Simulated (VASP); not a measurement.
Crystal: Nb.

```
Nb
1.0
    -1.66395    1.66395    1.66395
     1.66395   -1.66395    1.66395
     1.66395    1.66395   -1.66395
Nb
1
Direct
  0.00000 0.00000 0.00000
```

```yaml
Program: VASP 6.6.1
Task: relaxation of cell and atoms
Functional: PBE
Dispersion: D3(BJ)
Potentials_or_basis: VASP PAW PBE potentials, release 64 (Nb_sv)
Cutoff: 600 eV
k_mesh: 10 × 10 × 10
Occupations: fermi-dirac, width 0.05 eV
Spin: no spin polarisation
```

At the start: pressure -9.1 GPa; volume 18.43 Å³/atom.

Task: How do energy, volume and symmetry change on relaxing?

Result: Over 4 steps the energy falls by 30.7 meV/atom and the volume is 17.39 Å³/atom (-5.6 %); space group Im-3m (No. 229, to 0.05 Å).

Step by step:
| step | energy change (eV) | largest force (eV/Å) | pressure (GPa) | volume (Å³) |
| --- | --- | --- | --- | --- |
| 1 | 0.0000 | 0.0000 | -9.09 | 18.43 |
| 2 | 0.0595 | 0.0000 | 19.30 | 15.78 |
| 3 | -0.0307 | 0.0000 | -0.23 | 17.41 |
| 4 | -0.0307 | 0.0000 | -0.01 | 17.39 |

Final structure:
```
Nb
1.0
    -1.63210    1.63210    1.63210
     1.63210   -1.63210    1.63210
     1.63210    1.63210   -1.63210
Nb
1
Direct
  0.00000 0.00000 0.00000
```

Caveat: pairwise dispersion overbinds metals, which lowers pressure and volume.
